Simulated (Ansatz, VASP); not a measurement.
One calculation of Li2H, two programs

```
CELL_PARAMETERS angstrom
2.84296 0.00000 0.00000
-1.42148 2.46208 0.00000
0.00000 0.00000 4.97717
ATOMIC_POSITIONS crystal
Li 0.33333 0.66667 0.26579
Li 0.66667 0.33333 0.73421
H 0.00000 0.00000 0.50000
```

Alike in both runs: functional PBE; k mesh 9 × 9 × 4; occupations gaussian, width 0.1 eV; no spin polarisation.

Ansatz relaxed the structure, and its values are those at the end. VASP's run is a single point on that final structure, the one shown.

```csv
,VASP,Ansatz
version,VASP 6.6.1,Ansatz 0.2.0
potentials or method,"VASP PAW PBE potentials, release 64 (Li_sv, H)","scalar-relativistic, plane waves, PAW"
plane-wave cutoff (eV),520,420
valence electrons in the cell,7,7
```

|  | VASP | Ansatz | Ansatz less VASP |
| --- | --- | --- | --- |
| gap on the k mesh at the Fermi level (eV) | none | none | - |
| rms of the force components (eV/Å) | 0.016 | 0.018 | +0.0015 |

A gap of «none» marks a metal or a gap that the smearing closes.
